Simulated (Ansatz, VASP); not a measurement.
# BAs in two plane-wave programs, part 2 of 2

Aim: how closely do two programs agree when they are given the same cell, functional and k mesh? The cell is a member of a volume series, scaled by 0.985 from a relaxed one, so a pressure remains.

VASP 6.6.1 and Ansatz 0.2.0.

So far. Step 5 (Ansatz: single point, PBEsol, volume scaled by 1.015): The run ends at a pressure of -2.78 GPa.

**8. Ansatz: single point, PBE, volume scaled by 1.015**

Level of this step: Ansatz beside VASP: Kohn-Sham DFT, plane waves, PBE (Ansatz).

With cell and atoms fixed, the geometry can't cause a difference; cores, projectors, grids and the points listed under the comparison can. The cell compared in this pair holds 28.36 Å³, against 27.66 Å³ for the pair before.

The cell is a member of a volume series, scaled by 1.015 from a relaxed one, so a pressure remains.

input.yaml

```yaml
crystal:
  lattice:
    - [0.0, 2.42049852, 2.42049852]
    - [2.42049852, 0.0, 2.42049852]
    - [2.42049852, 2.42049852, 0.0]
  atoms:
    - { symbol: As, position: [0.75, 0.75, 0.75] }
    - { symbol: B, position: [0.0, 0.0, 0.0] }
hamiltonian:
  xc: pbe
  pseudopotentials: { kind: paw }
kpoints:
  mp_grid: { grid: [8, 8, 8] }
scf:
  occupations: { method: gaussian, width: 0.03 }
  n_extra_bands: 4
output:
  forces: true
  stress: true
  eigenvalues: true
  write_density: true
  write_potential: true
  elf: true
  volumetric_format: npy
```

Run with:

```
ansatz run input.yaml --threads 2 --pin off --max-ram 4608MiB --backend cpu --events-out ev --progress --plain --runs-dir out
```

Numbers of over 12 decimals in the logs are rounded to 6 here.

Log:

```text
[...]
Crystal: 2 atoms, lattice volume = 28.362 Å³
Basis set: ecut = 420 eV, 537 PW (Γ), exchange–correlation on 48×48×48 points (8 copies of the dense FFT grid, shifted against one another)
Bands: 13, of which v1, the nominal top of the filled ones, is band 9 counted from 1 (8 counted from 0)
Symmetry: 24 space group operations
[...]
k-points: 29 of 512 (time reversal used)
[...]
--- Band table (eV; the first three rows and the last of 29) ---
  k-point 0: bands = [... 5 lower, -4.5457, 10.5003, 10.5003, 10.5003, 13.7319, 13.7319, 13.7319, 14.6731]
  k-point 1: bands = [... 5 lower, -4.2990, 8.5714, 10.0820, 10.0820, 13.7314, 14.2854, 14.2854, 16.0770]
  k-point 2: bands = [... 5 lower, -3.5827, 5.6885, 9.3984, 9.3984, 13.3555, 15.0714, 15.0714, 18.1185]
  k-point 28: bands = [... 5 lower, -0.4291, 2.6279, 5.2586, 5.5438, 15.7552, 16.2245, 17.2283, 17.2984]
[key lines of the parts left out:]
SCF converged after 6 iterations
Free energy (F): -5012.098449 eV
Fermi energy:    11.117155 eV
P = ⅓ Tr σ = -2.4899 GPa (-24.899 kbar)
```

Wall time 1.6 s (2 threads of Arm Neoverse N1, shared host); peak memory 0.28 GiB.

The run ends at a pressure of -2.49 GPa.

**9. VASP: single point, PBE, volume scaled by 1.015**

The same cell, functional, mesh and smearing now go to VASP, with its own data sets and cutoff.

The input asks for a relaxation, which ended at its first step since no free force or stress exceeded the threshold; so it serves as a single point.

INCAR

```
SYSTEM = BAs
PREC = Accurate
ENCUT = 450
EDIFF = 1E-06
NELM = 100
ISMEAR = 0
SIGMA = 0.03
LREAL = .FALSE.
ALGO = Normal
GGA = PE
LORBIT = 11
LWAVE = .FALSE.
LCHARG = .FALSE.
KPAR = 2
IBRION = 2
NSW = 30
ISIF = 4
EDIFFG = -0.01
```

POSCAR

```
BAs
1.0
    0.0000000000      2.4204985153      2.4204985153
    2.4204985153      0.0000000000      2.4204985153
    2.4204985153      2.4204985153      0.0000000000
As B
1 1
Direct
    0.7500000000      0.7500000000      0.7500000000
    0.0000000000      0.0000000000      0.0000000000
```

KPOINTS

```
Automatic mesh
0
Gamma
8 8 8
0 0 0
```

The projector-augmented-wave data sets are As and B (PBE family, release 64).

Run with:

```
mpirun -np 2 vasp_std
```

Log:

```text
[banner, memory and clock lines left out]
running    2 mpi-ranks, on    1 nodes
[...]
LDA part: xc-table for (Slater+PW92), standard interpolation
 POSCAR, INCAR and KPOINTS ok, starting setup
[...]
entering main loop
       N       E                     dE             d eps       ncg     rms          rms(c)
DAV:   1     0.148718461538E+02    0.14872E+02   -0.36758E+03   464   0.798E+02
DAV:   2    -0.115948211969E+02   -0.26467E+02   -0.25595E+02   696   0.102E+02
DAV:   3    -0.119727046075E+02   -0.37788E+00   -0.37788E+00   544   0.173E+01
DAV:   4    -0.119735375677E+02   -0.83296E-03   -0.83296E-03   672   0.798E-01
[...]
DAV:  10    -0.114055827038E+02   -0.18795E-03   -0.29773E-04   568   0.126E-01    0.157E-02
DAV:  11    -0.114055887540E+02   -0.60502E-05   -0.12157E-05   696   0.269E-02    0.126E-02
DAV:  12    -0.114055884433E+02    0.31066E-06   -0.25135E-06   480   0.111E-02
   1 F= -.11405588E+02 E0= -.11405588E+02  d E =-.114056E+02
[...]
reached required accuracy - stopping structural energy minimisation
```

OUTCAR, selected parts (step 9):

```text
  Total       -0.3369794     -0.3369794     -0.3369794      0.0000000      0.0000000      0.0000000
  in kB      -19.0357257    -19.0357257    -19.0357257      0.0000000      0.0000000      0.0000000
  external PRESSURE =     -19.0357257 kB  Pullay stress =       0.0000000 kB

 POSITION                                       TOTAL-FORCE (eV/Angst)
 -----------------------------------------------------------------------------------
      3.63075      3.63075      3.63075        -0.000000     -0.000000     -0.000000
      0.00000      0.00000      0.00000         0.000000      0.000000      0.000000
 -----------------------------------------------------------------------------------
    total drift:                               -0.000000     -0.000000     -0.000000

  FREE ENERGIE OF THE ION-ELECTRON SYSTEM (eV)
  ---------------------------------------------------
  free  energy   TOTEN  =       -11.4055884433 eV

  energy  without entropy=      -11.4055884433  energy(sigma->0) =      -11.40558844

[... 2 parts as in an earlier step ...]

[... 2 further parts left out ...]
[key lines of the parts left out:]
E-fermi :   5.8711
```

**10. Comparison**

Compared:

| quantity | Ansatz | VASP | difference |
| --- | --- | --- | --- |
| pressure (GPa) | -2.49 | -1.90 | -0.59 |
| pressure without Ansatz's Pulay correction (GPa) | -2.58 | -1.90 | -0.68 |
| gap on the k mesh (eV) | 1.234 | 1.223 | +0.011 |

A gap on the mesh is an upper bound, since the band edges may lie between its points. Ansatz's pressure holds a Pulay correction of 0.09 GPa; VASP's holds none.

**11. Summary of results**

- difference in gap on the k mesh (single point, PBEsol, volume scaled by 0.985): 0.013 eV
- difference in pressure (single point, PBEsol, volume scaled by 0.985): -0.96 GPa
- difference in gap on the k mesh (single point, PBEsol, volume scaled by 1.015): 0.012 eV
- difference in pressure (single point, PBEsol, volume scaled by 1.015): -0.84 GPa
- difference in gap on the k mesh (single point, PBE, volume scaled by 1.015): 0.011 eV
- difference in pressure (single point, PBE, volume scaled by 1.015): -0.59 GPa

**Reading.** The difference in pressure is -0.96 GPa (single point, PBEsol, volume scaled by 0.985), at about the 1 GPa picked in this series as the mark of a large difference. 3 further runs of this series are not shown here. Such differences can come from data sets, numerical settings and the points named under the comparisons, not from the functional's error against experiment.

[Lines on the potential files, build, host, timing and source positions are cut from VASP's logs without a mark.]

[Logs are printed without paths, hosts, clocks, repeated set-up lines and the standing remarks that a program may print on its own settings, such as how far it seeks lower states.]

[Hosts, paths, dates, database ids (printed as entryN), source tags and the programs' standing remarks are cut or masked in the printed files.]
